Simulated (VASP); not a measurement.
# Ba₁₂O: nudged elastic band

Ba₁₂O, slab, 13 atoms in the cell. PBE, nudged elastic band; PAW potentials Ba_sv, O (PBE set).

Path: O hops from a hollow site to the next hollow site of Ba(110); Moving images: 1.

## Input

INCAR.step1:
```
SYSTEM = Ba12O
ALGO = Normal ; EDIFF = 1E-6
EDIFFG = -0.02 ; ENCUT = 400
IBRION = 2 ; ISIF = 2
ISMEAR = 1 ; LASPH = .True.
LCHARG = .False. ; LREAL = .False.
LWAVE = .False. ; NELM = 100
NSW = 100 ; POTIM = 0.5
PREC = Normal ; SIGMA = 0.1
```

INCAR.step3, as INCAR.step1 but for:
```
- EDIFFG = -0.02
- IBRION = 2
- ISIF = 2
- POTIM = 0.5
+ EDIFFG = -0.05
+ IBRION = 1
+ IMAGES = 1
+ POTIM = 0.3
+ SPRING = -5
```

KPOINTS:
```
k-points
0
Gamma
  2 2 1
```

00/POSCAR:
```
Ba12O
1.0
   10.0260000000      0.0000000000      0.0000000000
    5.0130000000      7.0894525882      0.0000000000
    0.0000000000      0.0000000000     22.2594525882
Ba O
12 1
Selective dynamics
Direct
    0.0000000000      0.0000000000      0.2695484076  F F F
    0.5000000000      0.0000000000      0.2695484076  F F F
    0.0000000000      0.5000000000      0.2695484076  F F F
    0.5000000000      0.5000000000      0.2695484076  F F F
    0.7497546389      0.5120148015      0.4256241781  T T T
    0.2382305597      0.5120148015      0.4256241781  T T T
    0.7387885895      0.0224228210      0.4284220715  T T T
    0.2517280235      0.9965439530      0.4244954397  T T T
    0.0399649825      0.9956193737      0.5949956239  T T T
    0.4644156437      0.9956193737      0.5949956239  T T T
    0.0083939170      0.4832121659      0.5964130612  T T T
    0.5192501566      0.4614996868      0.5772287656  T T T
    0.1759062840      0.1481874320      0.6115788443  T T T
```

01/POSCAR:
```
Ba12O
1.0
   10.0260000000      0.0000000000      0.0000000000
    5.0130000000      7.0894525882      0.0000000000
    0.0000000000      0.0000000000     22.2594525882
Ba O
12 1
Selective dynamics
Direct
    0.0000000000      0.0000000000      0.2695484076  F F F
    0.5000000000      0.0000000000      0.2695484076  F F F
    0.0000000000      0.5000000000      0.2695484076  F F F
    0.5000000000      0.5000000000      0.2695484076  F F F
    0.7501105516      0.4997479132      0.4256451798  T T T
    0.2501415328      0.4997479162      0.4256451815  T T T
    0.7501387923     -0.0002747049      0.4283678210  T T T
    0.2499018534      1.0001957326      0.4243794526  T T T
    0.0323935859      1.0000593489      0.5945662648  T T T
    0.4675471543      1.0000593543      0.5945662576  T T T
   -0.0054472177      0.5108974921      0.5867746626  T T T
    0.5053472878      0.4893023765      0.5868357122  T T T
    0.2499342999      0.0001289015      0.6125044152  T T T
```

02/POSCAR:
```
Ba12O
1.0
   10.0260000000      0.0000000000      0.0000000000
    5.0130000000      7.0894525882      0.0000000000
    0.0000000000      0.0000000000     22.2594525882
Ba O
12 1
Selective dynamics
Direct
    0.0000000000      0.0000000000      0.2695484076  F F F
    0.5000000000      0.0000000000      0.2695484076  F F F
    0.0000000000      0.5000000000      0.2695484076  F F F
    0.5000000000      0.5000000000      0.2695484076  F F F
    0.7502122069      0.4878464770      0.4255958709  T T T
    0.2619413161      0.4878464770      0.4255958709  T T T
    0.7613838172     -0.0227676344      0.4283474547  T T T
    0.2482339826      1.0035320348      0.4244284382  T T T
    0.0354570518      1.0044903422      0.5949927800  T T T
    0.4600526060      1.0044903422      0.5949927800  T T T
   -0.0192737381      0.5385474762      0.5771380141  T T T
    0.4914975761      0.5170048477      0.5963989601  T T T
    0.3240442929     -0.1480885857      0.6116843018  T T T
```

POSCAR.step1:
```
Ba12O
1.0
   10.0260000000      0.0000000000      0.0000000000
    5.0130000000      7.0894525882      0.0000000000
    0.0000000000      0.0000000000     22.2594525882
Ba O
12 1
Selective dynamics
Direct
    0.0000000000      0.0000000000      0.2695484076  F F F
    0.5000000000      0.0000000000      0.2695484076  F F F
    0.0000000000      0.5000000000      0.2695484076  F F F
    0.5000000000      0.5000000000      0.2695484076  F F F
   -0.2500000000      0.5000000000      0.4287942956  T T T
    0.2500000000      0.5000000000      0.4287942956  T T T
   -0.2500000000      1.0000000000      0.4287942956  T T T
    0.2500000000      1.0000000000      0.4287942956  T T T
    0.0000000000      0.0000000000      0.5880401837  T T T
    0.5000000000      0.0000000000      0.5880401837  T T T
    0.0000000000      0.5000000000      0.5880401837  T T T
    0.5000000000      0.5000000000      0.5880401837  T T T
    0.1875000000      0.1250000000      0.6289251470  T T T
```

POSCAR.step2:
```
Ba12O
1.0
   10.0260000000      0.0000000000      0.0000000000
    5.0130000000      7.0894525882      0.0000000000
    0.0000000000      0.0000000000     22.2594525882
Ba O
12 1
Selective dynamics
Direct
    0.0000000000      0.0000000000      0.2695484076  F F F
    0.5000000000      0.0000000000      0.2695484076  F F F
    0.0000000000      0.5000000000      0.2695484076  F F F
    0.5000000000      0.5000000000      0.2695484076  F F F
   -0.2500000000      0.5000000000      0.4287942956  T T T
    0.2500000000      0.5000000000      0.4287942956  T T T
   -0.2500000000      1.0000000000      0.4287942956  T T T
    0.2500000000      1.0000000000      0.4287942956  T T T
    0.0000000000      0.0000000000      0.5880401837  T T T
    0.5000000000      0.0000000000      0.5880401837  T T T
    0.0000000000      0.5000000000      0.5880401837  T T T
    0.5000000000      0.5000000000      0.5880401837  T T T
    0.3125000000     -0.1250000000      0.6289251470  T T T
```

Commands (each step's output is kept before the next begins):
```
cat potpaw_PBE.64/Ba_sv/POTCAR potpaw_PBE.64/O/POTCAR > POTCAR
cp INCAR.step1 INCAR
cp POSCAR.step1 POSCAR
mpirun -np 8 vasp_std > vasp.out
cp POSCAR.step2 POSCAR
mpirun -np 8 vasp_std > vasp.out
# 00 and 02 hold the relaxed ends; the images between are interpolated (pair-distance (IDPP))
cp INCAR.step3 INCAR
mpirun -np 8 vasp_std > vasp.out
```

## Result

- Barrier (eV): 0.365
- Barrier of the reverse step (eV): 0.365
- Energy of the second end over the first (eV): 0.000
- Top of the path (share of its length): 0.50
- Length of the path (Å): 3.26
- Steps of the band: 19
- Ionic steps, all stages: 75
- Electronic steps, all stages: 793

Energy along the relaxed band:

| Image | Distance along the path (Å) | Energy above the first end (eV) | Slope along the path (eV/Å) | Largest force across the path (eV/Å) |
|---|---|---|---|---|
| 0 | 0.000 | 0.000 | relaxed end |  |
| 1 | 1.628 | 0.365 | 0.000 | 0.049 |
| 2 | 3.256 | -0.000 | relaxed end |  |

The slab is body-centred cubic Ba(110), in-plane cell 10.03 × 8.68 Å, with 2 × 2 k points.

The two ends have the same energy within 0.01 eV.

Limits: the slab is thin and the surface cell small, so the value carries both errors; a single image in the middle can't show two humps with a dip between them, and says nothing of the springs.

VASP 6.6.1 took 3485 s on 8 cores (Intel Xeon Platinum 8259CL @ 2.50GHz (Skylake/Cascade Lake)), a shared host.
